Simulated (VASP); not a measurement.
A run of VASP 6.6.1:

The input INCAR:

```
SYSTEM = TiO2
ALGO     = Normal         ! electronic algorithm
EDIFF    = 1E-7           ! SCF threshold, eV
ENCUT    = 520            ! plane-wave cutoff, eV
GGA      = PE             ! functional
ISIF     = 2              ! what is computed and relaxed
ISMEAR   = -1             ! smearing method
LASPH    = .True.         ! aspherical terms in the spheres
LCHARG   = .False.        ! write CHGCAR
LREAL    = .False.        ! projectors in reciprocal space
LWAVE    = .False.        ! write WAVECAR
NBANDS   = 33             ! bands
NELM     = 100            ! most SCF steps
PREC     = Accurate       ! precision mode
SIGMA    = 0.05           ! smearing width, eV
```

KPOINTS

```
k-points
0
Gamma
  10 10 10
  0 0 0
```

File POSCAR:

```
TiO2
1.0
   -1.8921000000      1.8921000000      4.7573000000
    1.8921000000     -1.8921000000      4.7573000000
    1.8921000000      1.8921000000     -4.7573000000
Ti O
2 4
Direct
    0.7500000000      0.2500000000      0.5000000000
    0.0000000000      0.0000000000      0.0000000000
    0.7919000000      0.7919000000      0.0000000000
    0.5419000000      0.0419000000      0.5000000000
    0.9581000000      0.4581000000      0.5000000000
    0.2081000000      0.2081000000      0.0000000000
```

Potentials or basis: VASP PAW PBE potentials, release 64 (Ti_sv, O).

Launch:

```console
$ cat potpaw_PBE.64/Ti_sv/POTCAR potpaw_PBE.64/O/POTCAR > POTCAR
$ mpirun -np 1 vasp_std > vasp.out
```

Hardware: 1 thread of Intel(R) Xeon(R) Platinum 8488C (Sapphire Rapids), with other jobs on the host.

Question: How long does it take, and how much memory?

Answer: Run time: 9 min on 1 thread of Intel(R) Xeon(R) Platinum 8488C (Sapphire Rapids), on a shared host, peak memory 0.36 GiB. Counts: scf iterations 17, k points 102.
